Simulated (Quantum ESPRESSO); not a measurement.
## LiCl under changes of volume

One of the cells (16.871 Å³/atom); the others are scaled copies at fixed shape and fractional positions:

```
CELL_PARAMETERS angstrom
0.00000 2.56477 2.56477
2.56477 0.00000 2.56477
2.56477 2.56477 0.00000
ATOMIC_POSITIONS crystal
Cl 0.50000 0.50000 0.50000
Li 0.00000 0.00000 0.00000
```

```yaml
Program: Quantum ESPRESSO 7.5
Functional: LDA
Potentials_or_basis: PseudoDojo 0.4.1 SR LDA standard
Cutoff: 1007 eV
Density_cutoff: 4027 eV
k_mesh: 9 × 9 × 9
Occupations: fermi-dirac, width 0.05 eV
Spin: no spin polarisation
```

```csv
volume (Å³/atom),energy over the lowest point (meV/atom),pressure (GPa),gap on the mesh (eV)
15.859,0.00,-1.4,6.36
16.196,3.64,-2.1,6.23
16.534,8.66,-2.7,6.11
16.871,14.91,-3.2,5.99
17.209,?,?,?
17.546,30.57,-4.2,5.77
17.883,39.75,-4.6,5.67
```

Q: What does the run at 17.209 Å³/atom give?

A: Energy over the lowest point 22.26 meV/atom; pressure -3.7 GPa; gap on the mesh 5.88 eV.

Worked out: A Birch-Murnaghan fit of order 3 (a polynomial in V^(-2/3)) to the other rows has no minimum within the range. It gives 22.26 meV/atom at 17.209 Å³/atom, against the run's 22.26, and -dE/dV = -3.7 GPa, against -3.7. A straight line through the other rows of the gap, of slope -5.74 eV per unit of ln V (its deformation potential), gives 5.88 eV, against the run's 5.88.

Energies are extrapolated to zero smearing.

Caveats: an odd mesh through Γ misses points on the zone boundary, where band edges often lie.
